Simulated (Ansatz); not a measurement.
The system is CdO (Monteponite).

```
Cd O
1.0
     0.00000    2.34950    2.34950
     2.34950    0.00000    2.34950
     2.34950    2.34950    0.00000
Cd O
1 1
Direct
  0.00000 0.00000 0.00000
  0.50000 0.50000 0.50000
```

| Item | Value |
| --- | --- |
| Program | Ansatz 0.2.0 |
| Task | relaxation of cell and atoms |
| Functional | RPBE |
| Potentials or basis | Ansatz PAW |
| Cutoff | 420 eV (not typed: the program's choice for these potentials) |
| k mesh | 10 × 10 × 10 |
| Occupations | fermi-dirac, width 0.05 eV |
| Spin | no spin polarisation |

At the start: volume 12.97 Å³/atom.

Q: How do energy, volume and symmetry change on relaxing?

A: It ends after 7 steps and the volume is 14.03 Å³/atom (+8.2 %); space group Fm-3m (No. 225, to 0.05 Å).

The path:
```tsv
step	energy change (eV)	largest force (eV/Å)	volume (Å³)
1	0.0000	0.0000	25.94
2	-0.0550	0.0000	28.29
3	-0.0571	0.0000	28.01
4	-0.0572	0.0000	27.97
5	-0.0652	0.0000	27.97
6	-0.0651	0.0000	28.06
7	-0.0653	0.0000	28.06
```

Final structure:
```xyz
2
Lattice="0.0000 2.4119 2.4119 2.4119 0.0000 2.4119 2.4119 2.4119 0.0000" Properties=species:S:1:pos:R:3 pbc="T T T"
Cd    0.0000    0.0000    0.0000
O     2.4119    2.4119    2.4119
```

Caveat: the plane-wave basis is chosen anew once the cell has moved, so the energies of steps on either side of that aren't comparable; the pressure holds a Pulay correction of +0.4 GPa for the finite cutoff; the PAW data sets come from PBE, with cores solved anew for the run's functional, which leaves a small shift of forces and pressure.
